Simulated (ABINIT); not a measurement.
# WC (Qusongite) (P-6m2) in ABINIT: a series of runs

Runs on WC (Qusongite). Level: PBE. Tasks: band structure.

All numbers are computed with ABINIT 10.8.3 (patched build); they aren't measurements. Logs are shortened: lines on timing, memory, paths and dates and some standing lists are left out, and cuts for length are marked. The log counts tension as positive stress, the text compression.

## Step 1: Starting point

Symmetry: P-6m2, No. 187, hexagonal system. Conventional cell: a = 2.907 Å, b = 2.907 Å, c = 2.837 Å, α = 90.00°, β = 90.00°, γ = 120.00°. W (site symmetry -6m2) has 6 C at 2.20 Å as nearest neighbours. Around C (site symmetry -6m2) lie 6 W at 2.20 Å.

## Step 2: Band structure, PBE

run.abi reads:

```
# Datasets: ground state, then fixed potential
ndtset 2

# Pseudopotentials
pp_dirpath "./"
pseudos "W.upf, C.upf"

# Structure
acell 5.4924889812 5.4924889812 5.3603971251
rprim
     1.0000000000     0.0000000000     0.0000000000
    -0.5000000000     0.8660254038     0.0000000000
     0.0000000000     0.0000000000     1.0000000000
ntypat 2
znucl 74 6
natom 2
typat 1 2
xred
     0.0000000000     0.0000000000     0.0000000000
     0.6666666667     0.3333333333     0.5000000000

# Plane-wave basis
ecut 41.0

# Exchange and correlation
ixc 11

# Bands and occupations
occopt 3
tsmear 0.00183747

# SCF cycle
nstep 100

# Output
iomode 3
prtwf 0
prteig 0
prtebands 0
enunit 1
prtden1 1
prtvha1 1
prtvclmb1 1
prtpot1 1
prtelf1 1

# Dataset 1
kptopt1 1
ngkpt1 10 10 9
nshiftk1 1
shiftk1 0.0 0.0 0.0
nband1 13
tolvrs1 1.0e-10

# Dataset 2: bands along G-M-K-G-A-L-H-A
iscf2 -2
getden2 1
nband2 19
nbdbuf2 4
tolwfr2 1.0e-11
kptopt2 -7
ndivsm2 8
prteig2 1
kptbounds2
     0.0000000000     0.0000000000     0.0000000000
     0.5000000000     0.0000000000     0.0000000000
     0.3333333333     0.3333333333     0.0000000000
     0.0000000000     0.0000000000     0.0000000000
     0.0000000000     0.0000000000     0.5000000000
     0.5000000000     0.0000000000     0.5000000000
     0.3333333333     0.3333333333     0.5000000000
     0.0000000000     0.0000000000     0.5000000000
```

Potentials or basis: PseudoDojo NC SR PBE v0.4.1 standard.

Started as:

```bash
> abinit run.abi > log 2>&1
```

run.abo:

```text
.Version 10.8.3 of ABINIT
 DATASET    1 : space group P-6 m 2 (#187); Bravais hP (primitive hexag.)
================================================================================
 Values of the parameters that define the memory need for DATASET  1.
     intxc =       0    ionmov =       0      iscf =       7    lmnmax =       8
     lnmax =       8     mgfft =      32  mpssoang =       4    mqgrid =    3001
     natom =       2  nloc_mem =       1    nspden =       1   nspinor =       1
    nsppol =       1      nsym =      12    n1xccc =    2501    ntypat =       2
    occopt =       3   xclevel =       2
       mpw =        1776          nfft =       32768          nkpt =          70
================================================================================
================================================================================

 DATASET    2 : space group P-6 m 2 (#187); Bravais hP (primitive hexag.)
================================================================================
 Values of the parameters that define the memory need for DATASET  2.
     intxc =       0    ionmov =       0      iscf =      -2    lmnmax =       8
     lnmax =       8     mgfft =      32  mpssoang =       4    mqgrid =    3001
     natom =       2  nloc_mem =       1    nspden =       1   nspinor =       1
    nsppol =       1      nsym =      12    n1xccc =    2501    ntypat =       2
    occopt =       3   xclevel =       2
       mpw =        1782          nfft =       32768          nkpt =          89
================================================================================
================================================================================

--------------------------------------------------------------------------------
------------- Echo of variables that govern the present computation ------------
--------------------------------------------------------------------------------
 -outvars: echo values of preprocessed input variables --------
            acell      5.4924889812E+00  5.4924889812E+00  5.3603971251E+00 Bohr
              amu      1.83850000E+02  1.20110000E+01
             ecut      4.10000000E+01 Hartree
           enunit           1
           getden1          0
           getden2          1
             iscf1          7
             iscf2         -2
                       outvar_i_n : Printing only first  50 k-points.
              ixc          11
           jdtset        1    2
                       outvar_i_n : Printing only first  50 k-points.
           kptopt1          1
           kptopt2         -7
         kptrlatt       10    0    0      0   10    0      0    0    9
          kptrlen1     4.82435741E+01
          kptrlen2     3.00000000E+01
            natom           2
            nband1         13
            nband2         19
           nbdbuf1          0
           nbdbuf2          4
           ndtset           2
           ndivsm1          0
           ndivsm2          8
            ngfft          32      32      32
             nkpt1         70
             nkpt2         89
            nstep         100
             nsym          12
           ntypat           2
                       prtocc : prtvol=0, do not print more k-points.
           occopt           3
        prtebands           0
           prteig1          0
           prteig2          1
           prtelf1          1
           prtelf2          0
           prtpot1          1
           prtpot2          0
         prtvclmb1          1
         prtvclmb2          0
           prtvha1          1
           prtvha2          0
            prtwf           0
            rprim      1.0000000000E+00  0.0000000000E+00  0.0000000000E+00
                      -5.0000000000E-01  8.6602540380E-01  0.0000000000E+00
                       0.0000000000E+00  0.0000000000E+00  1.0000000000E+00
           shiftk1     0.00000000E+00  0.00000000E+00  0.00000000E+00
           shiftk2     5.00000000E-01  5.00000000E-01  5.00000000E-01
          spgroup         187
           tolvrs1     1.00000000E-10
           tolvrs2     0.00000000E+00
           tolwfr1     0.00000000E+00
           tolwfr2     1.00000000E-11
           tsmear      1.83747000E-03 Hartree
            typat      1  2
                       outvars : Printing only first  50 k-points.
           xangst      0.0000000000E+00  0.0000000000E+00  0.0000000000E+00
                       1.4532499990E+00  8.3903427814E-01  1.4182999990E+00
            xcart      0.0000000000E+00  0.0000000000E+00  0.0000000000E+00
                       2.7462444906E+00  1.5855449959E+00  2.6801985626E+00
             xred      0.0000000000E+00  0.0000000000E+00  0.0000000000E+00
                       6.6666666667E-01  3.3333333333E-01  5.0000000000E-01
            znucl       74.00000    6.00000

[... 185 lines left out ...]
electrons: {nelect:   1.80000000E+01, charge:   0.00000000E+00, occopt:   3.00000000E+00, tsmear:   1.83747000E-03, }
meta: {optdriver: 0, ionmov: 0, optcell: 0, iscf: -2, paral_kgb: 0, }
...

 mkfilename : getden/=0, take file _DEN from output of DATASET   1.

 Exchange-correlation functional for the present dataset will be:
  GGA: Perdew-Burke-Ernzerhof functional - ixc=11
  J.P.Perdew, K.Burke, M.Ernzerhof, PRL 77, 3865 (1996)

 Real(R)+Recip(G) space primitive vectors, cartesian coordinates (Bohr,Bohr^-1):
 R(1)=  5.4924890  0.0000000  0.0000000  G(1)=  0.1820668  0.1051163  0.0000000
 R(2)= -2.7462445  4.7566350  0.0000000  G(2)=  0.0000000  0.2102327  0.0000000
 R(3)=  0.0000000  0.0000000  5.3603971  G(3)=  0.0000000  0.0000000  0.1865533
 Unit cell volume ucvol=  1.4004448E+02 bohr^3
 Angles (23,13,12)=  9.00000000E+01  9.00000000E+01  1.20000000E+02 degrees

 getcut: wavevector=  0.0000  0.0000  0.0000  ngfft=  32  32  32
         ecut(hartree)=     41.000   => boxcut(ratio)=   2.02127
--------------------------------------------------------------------------------

================================================================================
 Non-SCF case, kpt    1 (  0.00000  0.00000  0.00000), residuals and eigenvalues=
  2.71E-12  9.84E-12  5.58E-12  8.30E-12  7.56E-12  2.18E-12  6.72E-12  4.52E-12
  5.02E-12  8.65E-13  6.56E-12  8.83E-12  3.92E-12  5.01E-12  5.33E-12  1.44E-12
  4.21E-12  4.96E-06  6.56E-10
 -2.0794E+00 -7.5583E-01 -7.5187E-01 -7.5187E-01  1.0923E-01  4.8230E-01
  5.1783E-01  5.1783E-01  6.4312E-01  7.5951E-01  7.5951E-01  8.4651E-01
  8.4651E-01  8.7488E-01  1.1666E+00  1.2555E+00  1.2555E+00  1.4089E+00
  1.5016E+00
 Non-SCF case, kpt    2 (  0.03571  0.00000  0.00000), residuals and eigenvalues=
  3.47E-12  4.64E-12  1.19E-12  3.48E-12  1.07E-12  2.13E-12  5.30E-12  4.23E-12
  4.92E-12  4.10E-12  3.88E-12  6.30E-12  8.78E-12  5.38E-12  8.18E-12  1.87E-11
  7.34E-12  2.13E-08  4.34E-04
 -2.0793E+00 -7.5578E-01 -7.5227E-01 -7.5196E-01  1.1047E-01  4.8283E-01
  5.1592E-01  5.1900E-01  6.3904E-01  7.5906E-01  7.6401E-01  8.4382E-01
[... 684 lines left out ...]
  9.95E-12  1.85E-12  1.17E-12  8.61E-12  3.48E-12  7.45E-12  5.37E-12  3.78E-11
  6.14E-07  4.45E-05  1.06E-04
 -2.0778E+00 -7.8297E-01 -7.4977E-01 -7.4948E-01  2.5663E-01  3.2422E-01
  5.6457E-01  5.6533E-01  6.1685E-01  6.2089E-01  7.7659E-01  8.0673E-01
  8.0960E-01  1.0094E+00  1.0773E+00  1.2741E+00  1.4888E+00  1.5308E+00
  1.5319E+00
 Non-SCF case, kpt   89 (  0.00000  0.00000  0.50000), residuals and eigenvalues=
  4.46E-12  2.76E-12  4.70E-12  4.76E-12  1.61E-12  8.02E-12  2.65E-12  5.16E-12
  7.12E-12  1.50E-12  2.44E-12  2.07E-12  5.23E-12  2.80E-12  7.20E-12  6.26E-12
  3.34E-08  1.77E-06  2.04E-05
 -2.0779E+00 -7.8305E-01 -7.4940E-01 -7.4940E-01  2.5707E-01  3.2258E-01
  5.6630E-01  5.6630E-01  6.1928E-01  6.1928E-01  7.7475E-01  8.0691E-01
  8.0691E-01  1.0066E+00  1.0742E+00  1.2745E+00  1.4906E+00  1.5317E+00
  1.5317E+00

--- !ResultsGS
iteration_state: {dtset: 2, }
comment   : Summary of ground state results
lattice_vectors:
- [  5.4924890,   0.0000000,   0.0000000, ]
- [ -2.7462445,   4.7566350,   0.0000000, ]
- [  0.0000000,   0.0000000,   5.3603971, ]
lattice_lengths: [   5.49249,    5.49249,    5.36040, ]
lattice_angles: [ 90.000,  90.000, 120.000, ] # degrees, (23, 13, 12)
lattice_volume:   1.4004448E+02
convergence: {deltae:  0.000E+00, res2:  0.000E+00, residm:  9.993E-12, diffor:  0.000E+00, }
etotal    :  -8.18874275E+01
entropy   :   0.00000000E+00
fermie    :   6.40496912E-01
cartesian_stress_tensor: null
pressure_GPa: null
xred      :
- [  0.0000E+00,   0.0000E+00,   0.0000E+00,  W]
- [  6.6667E-01,   3.3333E-01,   5.0000E-01,  C]
cartesian_forces: null
force_length_stats: {min: null, max: null, mean: null, }
...

 Integrated electronic density in atomic spheres:
 ------------------------------------------------
 Atom  Sphere_radius  Integrated_density
    1        2.00000         10.16691984
    2        2.00000          4.09448161
================================================================================

 ----iterations are completed or convergence reached----

 Mean square residual over all n,k,spin=   45.511E-13; max=  99.933E-13
 reduced coordinates (array xred) for    2 atoms
       0.000000000000      0.000000000000      0.000000000000
       0.666666666667      0.333333333333      0.500000000000

 cartesian coordinates (angstrom) at end:
    1      0.00000000000000     0.00000000000000     0.00000000000000
    2      1.45324999900754     0.83903427814190     1.41829999903425
 length scales=  5.492488981200  5.492488981200  5.360397125100 bohr
              =  2.906499998015  2.906499998015  2.836599998068 angstroms
 Eigenvalues (   eV  ) for nkpt=  89  k points:
 kpt#   1, nband= 19, wtk=  1.00000, kpt=  0.0000  0.0000  0.0000 (reduced coord)
 -56.58261  -20.56721  -20.45944  -20.45944    2.97235   13.12397   14.09096   14.09096
  17.50021   20.66728   20.66728   23.03484   23.03484   23.80679   31.74476   34.16496
  34.16496   38.33855   40.85942
 kpt#   2, nband= 19, wtk=  1.00000, kpt=  0.0357  0.0000  0.0000 (reduced coord)
 -56.58189  -20.56583  -20.47022  -20.46187    3.00617   13.13835   14.03879   14.12258
  17.38918   20.65498   20.78967   22.96148   23.01082   23.91263   31.66187   34.23572
  34.32218   38.04852   40.97855
 kpt#   3, nband= 19, wtk=  1.00000, kpt=  0.0714  0.0000  0.0000 (reduced coord)
 -56.57975  -20.56176  -20.50192  -20.46904    3.10652   13.16585   13.90606   14.21642
  17.10130   20.61887   21.10979   22.75732   22.94164   24.21057   31.47446   34.44450
  34.72164   37.46730   41.10915
 kpt#   4, nband= 19, wtk=  1.00000, kpt=  0.1071  0.0000  0.0000 (reduced coord)
 -56.57629  -20.55519  -20.55267  -20.48057    3.27015   13.13701   13.78189   14.36946
  16.71798   20.56135   21.54097   22.45385   22.83526   24.65977   31.27980   34.78130
  35.23310   36.87411   41.41426
 kpt#   5, nband= 19, wtk=  1.00000, kpt=  0.1429  0.0000  0.0000 (reduced coord)
[... 325 lines left out ...]
  16.35151   17.24663   21.45617   21.94839   22.57568   28.03022   29.93731   34.53541
  40.03932   41.60647   41.76233
 kpt#  87, nband= 19, wtk=  1.00000, kpt=  0.0417  0.0417  0.5000 (reduced coord)
 -56.53900  -21.29925  -20.43257  -20.40144    6.94817    8.95365   15.22060   15.31410
  16.60484   17.02672   21.26743   21.94424   22.24299   27.68752   29.56148   34.62674
  40.35545   41.60884   41.70107
 kpt#  88, nband= 19, wtk=  1.00000, kpt=  0.0208  0.0208  0.5000 (reduced coord)
 -56.54114  -21.30560  -20.40240  -20.39443    6.98323    8.82248   15.36274   15.38351
  16.78544   16.89526   21.13205   21.95231   22.03042   27.46788   29.31534   34.66984
  40.51167   41.65612   41.68424
 kpt#  89, nband= 19, wtk=  1.00000, kpt=  0.0000  0.0000  0.5000 (reduced coord)
 -56.54186  -21.30775  -20.39210  -20.39210    6.99518    8.77790   15.40969   15.40969
  16.85153   16.85153   21.08207   21.95709   21.95709   27.39232   29.22949   34.68196
  40.56025   41.67955   41.67959

== END DATASET(S) ==============================================================
================================================================================

 -outvars: echo values of variables after computation  --------
            acell      5.4924889812E+00  5.4924889812E+00  5.3603971251E+00 Bohr
           etotal1    -8.1887427509E+01
            fcart1     3.9219308148E-28  2.2643278116E-28 -0.0000000000E+00
                      -3.9219308148E-28 -2.2643278116E-28 -0.0000000000E+00
            rprim      1.0000000000E+00  0.0000000000E+00  0.0000000000E+00
                      -5.0000000000E-01  8.6602540380E-01  0.0000000000E+00
                       0.0000000000E+00  0.0000000000E+00  1.0000000000E+00
           strten1    -2.0306462267E-04 -2.0306462319E-04 -1.7943915421E-04
                       0.0000000000E+00  0.0000000000E+00  0.0000000000E+00
           xangst      0.0000000000E+00  0.0000000000E+00  0.0000000000E+00
                       1.4532499990E+00  8.3903427814E-01  1.4182999990E+00
             xred      0.0000000000E+00  0.0000000000E+00  0.0000000000E+00
                       6.6666666667E-01  3.3333333333E-01  5.0000000000E-01
 Calculation completed.
```

It took 2.1 min on 1 thread of Arm Neoverse N1, shared host; peak memory 0.11 GiB.

Results:

```
Free energy                                           : -2228.2704 eV
Pressure                                              : 5.7 GPa
Band gap on the k mesh                                : none (metal or under the smearing width)
Valence electrons inside the program's atomic spheres : W 10.17; C 4.09
```

Levels at the corners of the path, in eV from the Fermi level:
| point | band 6 | band 7 | band 8 | band 9 | band 10 | band 11 | band 12 | band 13 |
| --- | --- | --- | --- | --- | --- | --- | --- | --- |
| Γ | -4.30 | -3.34 | -3.34 | 0.07 | 3.24 | 3.24 | 5.61 | 5.61 |
| M | -7.04 | -3.63 | -3.56 | -0.48 | 2.35 | 4.54 | 4.87 | 6.86 |
| K | -6.57 | -4.56 | -3.46 | 0.63 | 0.98 | 2.05 | 3.22 | 9.18 |
| Γ | -4.30 | -3.34 | -3.34 | 0.07 | 3.24 | 3.24 | 5.61 | 5.61 |
| A | -8.65 | -2.02 | -2.02 | -0.58 | -0.58 | 3.65 | 4.53 | 4.53 |
| L | -6.46 | -4.32 | -4.19 | 0.29 | 4.44 | 5.30 | 6.64 | 9.17 |
| H | -7.22 | -5.40 | -1.63 | -0.65 | 4.40 | 6.38 | 7.59 | 9.14 |
| A | -8.65 | -2.02 | -2.02 | -0.58 | -0.58 | 3.65 | 4.53 | 4.53 |

Caveat: spin-orbit coupling is left out, which moves the levels of the heavy elements.

## Step 3: Band structure, PBE

run.abi is that of step 2.

Potentials or basis: PseudoDojo NC SR PBE v0.4 stringent.

Started as:

```bash
> abinit run.abi > log 2>&1
```

Run time: 2.1 min. Hardware: 1 thread of Arm Neoverse N1, shared host; peak memory 0.11 GiB.

It converged, with:

* Free energy: -2228.2704 eV
* Pressure: 5.7 GPa
* Band gap on the k mesh: none (metal or under the smearing width)
* Valence electrons inside the program's atomic spheres: W 10.17; C 4.09

Stress tensor (GPa, compression positive):
```
5.97 0.00 0.00
0.00 5.97 0.00
0.00 0.00 5.28
```

Levels at the corners of the path, in eV from the Fermi level:
| point | band 6 | band 7 | band 8 | band 9 | band 10 | band 11 | band 12 | band 13 |
| --- | --- | --- | --- | --- | --- | --- | --- | --- |
| Γ | -4.30 | -3.34 | -3.34 | 0.07 | 3.24 | 3.24 | 5.61 | 5.61 |
| M | -7.04 | -3.63 | -3.56 | -0.48 | 2.35 | 4.54 | 4.87 | 6.86 |
| K | -6.57 | -4.56 | -3.46 | 0.63 | 0.98 | 2.05 | 3.22 | 9.18 |
| Γ | -4.30 | -3.34 | -3.34 | 0.07 | 3.24 | 3.24 | 5.61 | 5.61 |
| A | -8.65 | -2.02 | -2.02 | -0.58 | -0.58 | 3.65 | 4.53 | 4.53 |
| L | -6.46 | -4.32 | -4.19 | 0.29 | 4.44 | 5.30 | 6.64 | 9.17 |
| H | -7.22 | -5.40 | -1.63 | -0.65 | 4.40 | 6.38 | 7.59 | 9.14 |
| A | -8.65 | -2.02 | -2.02 | -0.58 | -0.58 | 3.65 | 4.53 | 4.53 |

Caveat: spin-orbit coupling is left out, which moves the levels of the heavy elements.

[end of part 1 of 2]
